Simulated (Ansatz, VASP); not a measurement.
## One calculation of CuO, two programs

File INCAR:

```
ALGO = Normal
EDIFF = 1E-6
ENCUT = 520
ISIF = 2
ISMEAR = 0
LASPH = True
LCHARG = False
LREAL = False
LWAVE = False
NBANDS = 25
NELM = 100
PREC = Accurate
SIGMA = 0.02
```

Contents of KPOINTS:

```
k-points
0
Gamma
  8 8 5
```

Contents of POSCAR:

```
CuO
1.0
    2.3420000000     -1.7115000000      0.0000000000
    2.3420000000      1.7115000000      0.0000000000
   -0.8500605740      0.0000000000      5.0580666287
Cu O
2 2
Direct
    0.0000000000      0.5000000000      0.0000000000
    0.5000000000      0.0000000000      0.5000000000
    0.5816000000      0.4184000000      0.2500000000
    0.4184000000      0.5816000000      0.7500000000
```

Input for Ansatz:

```yaml
crystal:
  lattice:
    - [2.342, -1.7115, 0.0]
    - [2.342, 1.7115, 0.0]
    - [-0.850060574, 0.0, 5.0580666287]
  atoms:
    - { symbol: Cu, position: [0.0, 0.5, 0.0] }
    - { symbol: Cu, position: [0.5, 0.0, 0.5] }
    - { symbol: O, position: [0.5816, 0.4184, 0.25] }
    - { symbol: O, position: [0.4184, 0.5816, 0.75] }
scf:
  occupations: { method: gaussian, width: 0.02 }
output:
  forces: true
  stress: true
hamiltonian:
  xc: lda
kpoints:
  mp_grid: { grid: [8, 8, 5] }
```

Alike in both runs: task single point; functional LDA; k mesh 8 × 8 × 5; occupations gaussian, width 0.02 eV; no spin polarisation.

|  | VASP | Ansatz |
| --- | --- | --- |
| version | VASP 6.6.1 | Ansatz 0.2.0 |
| potentials or method | VASP PAW LDA potentials, release 64 (Cu, O) | scalar-relativistic, plane waves, PAW |
| plane-wave cutoff (eV) | 520 | 420 |
| valence electrons in the cell | 34 | 50 |

VASP gave:

| Quantity | Value |
| --- | --- |
| pressure (GPa) | -8.8 |
| largest component of the traceless stress (GPa) | 3.67 |
| rms of the force components (eV/Å) | 0.174 |

What did Ansatz give for the same quantities?

Pressure (GPa): -9.6; largest component of the traceless stress (GPa): 4.07; rms of the force components (eV/Å): 0.194.

Atom by atom the forces differ by 0.019 eV/Å (rms over components). The two sets of potentials don't hold the same shells in valence.

Caveats: the run has no spin polarisation, though such a crystal can be magnetic; semilocal functionals often make such compounds metallic where correlation or magnetic order opens a gap, which also shifts bond lengths. With open d or f shells a metallic result of LDA can be an artefact of self-interaction; +U or a hybrid may open a gap.
